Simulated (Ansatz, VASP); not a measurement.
## One calculation of AlN, two programs

Contents of INCAR:

```
PREC = Accurate
ENCUT = 520
EDIFF = 1E-6
ISMEAR = 0
SIGMA = 0.01
LREAL = F
LASPH = T
NELM = 80
ALGO = Normal
ISIF = 2
LWAVE = F
LCHARG = T
LELF = T
LVHAR = T
NBANDS = 11
```

File KPOINTS:

```
regular mesh
0
Gamma
  10 10 10
```

File POSCAR:

```
AlN
1.0
    2.1258939623      2.1258939623      0.0000000000
   -2.1258939623      2.1258939623      0.0000000000
    0.0000000000      2.1258939623      2.1258939623
Al N
1 1
Direct
    0.0000000000      0.0000000000      0.0000000000
    0.2500000000      0.7500000000      0.5000000000
```

Input for Ansatz:

```yaml
crystal:
  lattice:
    - [2.12589396232, 2.12589396232, 0.0]
    - [-2.12589396232, 2.12589396232, 0.0]
    - [0.0, 2.12589396232, 2.12589396232]
  atoms:
    - { symbol: Al, position: [0.0, 0.0, 0.0] }
    - { symbol: "N", position: [0.25, 0.75, 0.5] }
kpoints:
  mp_grid: { grid: [10, 10, 10] }
scf:
  occupations: { method: fixed }
  convergence: { dr2_threshold: 1.0e-10 }
hamiltonian:
  xc: lda
  pseudopotentials: { kind: all_electron, lapw: { basis_error: 0.0005 } }
output:
  forces: true
  stress: true
  eigenstates:
    kpoints:
      - [0.0, 0.0, 0.0]
      - [-0.5, 0.5, 0.0]
      - [-0.5, -0.5, -0.5]
      - [0.0, 0.0, -0.5]
      - [0.0, -0.5, -0.5]
      - [0.0, 0.5, 0.0]
      - [-0.5, 0.0, 0.0]
      - [-0.5, 0.0, -0.5]
  eigenvalues: true
```

Alike in both runs: task single point; functional LDA; k mesh 10 × 10 × 10; no spin polarisation.

|  | VASP | Ansatz |
| --- | --- | --- |
| version | VASP 6.6.1 | Ansatz 0.2.0 |
| potentials or method | VASP PAW LDA potentials, release 64 (Al, N) | all-electron LAPW, scalar-relativistic |
| plane-wave cutoff (eV) | 520 | see its input |
| occupations | gaussian, width 0.01 eV | fixed |

```tsv
	VASP	Ansatz	Ansatz less VASP
gap on the k mesh at the Fermi level (eV)	3.25	3.27	+0.015
pressure (GPa)	15.9	15.0	-0.86
```

Ansatz ran all-electron here, so the differences hold the error of VASP's frozen core and of both bases.

Caveats: so large a pressure means that the cell lies far from this level's equilibrium, or that cutoff or potentials fall short (VASP). A k mesh can miss the band edges.
